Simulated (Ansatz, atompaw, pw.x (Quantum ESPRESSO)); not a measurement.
**What a changed setting does to a pw.x run (fcc Se)**

Potential: PAW, atompaw 4.2.0.5, PBE; core [Ar], reference 3d10 4s2 4p4; waves: 4s (bound); 4s channel at 2 Ry; 4p (bound); 4p channel at 3.35 Ry; 3d (bound); 3d channel at -2.15 Ry; local part: troulliermartins scheme with l = 3 at 0.5 Ry, radius 1.65 bohr; core correction: smooth core density matched at 1.80 bohr; augmentation: sinc compensation charge, radius 1.80 bohr; PAW radius 2.00 bohr; waves and projectors: bloechl.

The reference run (k-mesh 13³, cutoffs 100/900 Ry, Fermi–Dirac 0.01 Ry, mixing_beta 0.4, conv_thr 1e-9, no spin) gives 0.22 GPa at 20.415 Å³/atom, where all-electron LAPW gives 0.17 GPa. This run, with its own iteration cap, changes degauss to 0.02.

```
&control
  calculation='scf', prefix='x', pseudo_dir='./', outdir='./tmp', tstress=.true., disk_io='none'
/
&system
  ibrav=0, nat=1, ntyp=1, ecutwfc=100, ecutrho=900, nbnd=16,
  occupations='smearing', smearing='fd', degauss=0.02
/
&electrons
  conv_thr=1e-09, mixing_beta=0.4, electron_maxstep=50
/
ATOMIC_SPECIES
Se 1.0 Se.UPF
CELL_PARAMETERS angstrom
  0.00000000 2.16923430 2.16923430
  2.16923430 0.00000000 2.16923430
  2.16923430 2.16923430 0.00000000
ATOMIC_POSITIONS crystal
Se 0.0000 0.0000 0.0000
K_POINTS automatic
13 13 13 0 0 0
```

```bash
pw.x < Se.scf.in > Se.scf.out
```

**Question.** How does the run end?

**Answer.** It converges in 10 iterations; the free energy moves by -81.4 meV/atom and the pressure by +0.88 GPa. In a metal, with Fermi–Dirac smearing, F lies below its zero-width value by a term in the square of the width.

```
Message from routine setup:
     using ibrav=0 with symmetry is DISCOURAGED, use correct ibrav instead
     lattice parameter (alat)  =       5.7972  a.u.
     unit-cell volume          =     137.7672 (a.u.)^3
     number of electrons       =        16.00
     number of Kohn-Sham states=           16
     kinetic-energy cutoff     =     100.0000  Ry
     charge density cutoff     =     900.0000  Ry
     scf convergence threshold =      1.0E-09
     Exchange-correlation= SLA PW PBX PBC
     number of k points=    84  Fermi-Dirac smearing, width (Ry)=  0.0200
     iteration #  1     ecut=   100.00 Ry     beta= 0.40
     total energy              =    -401.76552705 Ry
     estimated scf accuracy    <       0.00167429 Ry
     iteration #  2     ecut=   100.00 Ry     beta= 0.40
     total energy              =    -401.76911229 Ry
     estimated scf accuracy    <       0.00027984 Ry
     iteration #  3     ecut=   100.00 Ry     beta= 0.40
     total energy              =    -401.76974486 Ry
     estimated scf accuracy    <       0.00005753 Ry
     iteration #  4     ecut=   100.00 Ry     beta= 0.40
     total energy              =    -401.76977382 Ry
     estimated scf accuracy    <       0.00000155 Ry
     iteration #  5     ecut=   100.00 Ry     beta= 0.40
     total energy              =    -401.76977470 Ry
     estimated scf accuracy    <       0.00000034 Ry
     iteration #  6     ecut=   100.00 Ry     beta= 0.40
     total energy              =    -401.76977474 Ry
     estimated scf accuracy    <       0.00000002 Ry
     iteration #  7     ecut=   100.00 Ry     beta= 0.40
     total energy              =    -401.76977475 Ry
     estimated scf accuracy    <       0.00000003 Ry
     iteration #  8     ecut=   100.00 Ry     beta= 0.40
     total energy              =    -401.76977476 Ry
     estimated scf accuracy    <          1.4E-09 Ry
     iteration #  9     ecut=   100.00 Ry     beta= 0.40
     total energy              =    -401.76977476 Ry
     estimated scf accuracy    <          1.3E-09 Ry
     iteration # 10     ecut=   100.00 Ry     beta= 0.40
     the Fermi energy is    12.1599 ev
!    total energy              =    -401.76977476 Ry
     estimated scf accuracy    <          1.3E-10 Ry
     smearing contrib. (-TS)   =      -0.01574766 Ry
     convergence has been achieved in  10 iterations
          total   stress  (Ry/bohr**3)                   (kbar)     P=       10.97
     Message from routine punch:
     Nothing written, as per user request (disk_io='none')
```

The run took about 52 s on one core of a shared host (Intel(R) Xeon(R) Platinum 8488C, 96 threads, 744 GiB, load 31).
